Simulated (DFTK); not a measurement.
## Sn under changes of volume

One of the cells (33.803 Å³/atom); the others are scaled copies at fixed shape and fractional positions:

```xyz
2
Lattice="0.0000 3.2333 3.2333 3.2333 0.0000 3.2333 3.2333 3.2333 0.0000" Properties=species:S:1:pos:R:3 pbc="T T T"
Sn    4.8500    4.8500    4.8500
Sn    3.2333    3.2333    3.2333
```

This isn't the form of Sn at room conditions, which is tetragonal (white tin).

| Quantity | Value |
| --- | --- |
| Program | DFTK 0.8.2 |
| Functional | r2SCAN |
| Potentials or basis | cp2k.nc.sr.pbe.v0_1.largecore.gth (PBE, GTH) |
| Cutoff | 952 eV |
| k mesh | 5 × 5 × 5 |
| Occupations | fermi-dirac, width 0.05 eV |
| Spin | no spin polarisation |

```tsv
volume (Å³/atom)	energy over the lowest point (meV/atom)	pressure (GPa)
31.775	91.60	7.0
32.451	?	?
33.127	42.83	4.6
33.803	26.00	3.5
34.479	13.56	2.5
35.155	5.03	1.6
35.831	0.00	0.8
```

**Question.** What does the run at 32.451 Å³/atom give?

**Answer.** Energy over the lowest point 64.61 meV/atom; pressure 5.8 GPa.

Worked out: A Birch-Murnaghan fit of order 3 (a polynomial in V^(-2/3)) to the other rows has its minimum at 36.60 Å³/atom, just outside them, with B0 = V·E''(V) = 36 GPa and B' = 4.8. It gives 64.50 meV/atom at 32.451 Å³/atom, against the run's 64.61, and -dE/dV = 5.8 GPa, against 5.8.

Energies are extrapolated to zero smearing.

Caveats: the minimum lies outside the volumes run; GTH potentials come without recommended cutoffs, and this one wasn't checked for convergence; the potentials were made for another functional, which shifts forces and pressure.
